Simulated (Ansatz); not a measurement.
Two Ansatz runs on Y

The structure comes from a relaxation in the same program, started in the diamond type. Whether it is a known phase or the ground state wasn't checked. The listed cell was then made from it by scaling, straining or moving an atom.

First run: DFT, PBE, all-electron PAW with datasets made for the crystal, scalar-relativistic (Ansatz 0.2.0).

Command: `ansatz run input.yaml --threads 1 --pin off --max-ram 2048MiB --backend cpu --events-out ev --progress --plain --runs-dir out` The run took 5.4 s on 1 thread of Arm Neoverse V2, with other jobs on the host.

```yaml
crystal:
  lattice:
    - [0.0, 3.5879857204, 3.5879857204]
    - [3.5879857204, 0.0, 3.5879857204]
    - [3.5879857204, 3.5879857204, 0.0]
  atoms:
    - { symbol: "Y", position: [0.0, 0.0, 0.0] }
    - { symbol: "Y", position: [0.25, 0.25, 0.25] }
kpoints:
  mp_grid: { grid: [9, 9, 9] }
scf:
  occupations: { method: fermi_dirac, width: 0.05 }
hamiltonian:
  xc: pbe
  pseudopotentials: { kind: all_electron, datasets: crystal }
output:
  forces: true
  stress: true
  eigenvalues: true
  efg: { contact_densities: true }
```

Result: converged; pressure -0.48 GPa; no gap on the k mesh; 8 SCF iterations.

The input is then changed:

```diff
@@ -7,8 +7,10 @@
     - { symbol: "Y", position: [0.0, 0.0, 0.0] }
     - { symbol: "Y", position: [0.25, 0.25, 0.25] }
+  symmetry: { detect: false }
 kpoints:
-  mp_grid: { grid: [9, 9, 9] }
+  mp_grid: { grid: [9, 9, 9], shift: [0.5, 0.5, 0.5] }
 scf:
   occupations: { method: fermi_dirac, width: 0.05 }
+  algorithm: density_mixing
 hamiltonian:
   xc: pbe
```

(1) What does the second run give?

Answers

(1) It converged; pressure -0.35 GPa; largest force 0.024 eV/Å; no gap on the k mesh; 8 SCF iterations.
